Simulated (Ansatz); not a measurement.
Crystal: W.

```
W
1.0
     0.00000    2.03000    2.03000
     2.03000    0.00000    2.03000
     2.03000    2.03000    0.00000
W
1
Direct
  0.00000 0.00000 0.00000
```

This isn't the form of W at room conditions, which is bcc.

Base run:

| Item | Value |
| --- | --- |
| Program | Ansatz 0.2.0 |
| Functional | PBEsol |
| Potentials or basis | all-electron LAPW, scalar-relativistic |
| Cutoff | 253 eV (chosen from the basis error) |
| Basis error allowed | 0.001 eV/atom |
| k mesh | 11 × 11 × 11 |
| Occupations | fermi-dirac, width 0.05 eV |
| Spin | no spin polarisation |

Its results: pressure -12.6 GPa.

Question: The run is repeated on the same cell with these changes: functional from PBEsol to LDA. What comes out?

Answer: Pressure -17.6 GPa.

LDA binds more tightly than PBEsol, so the same cell stands under less pressure.
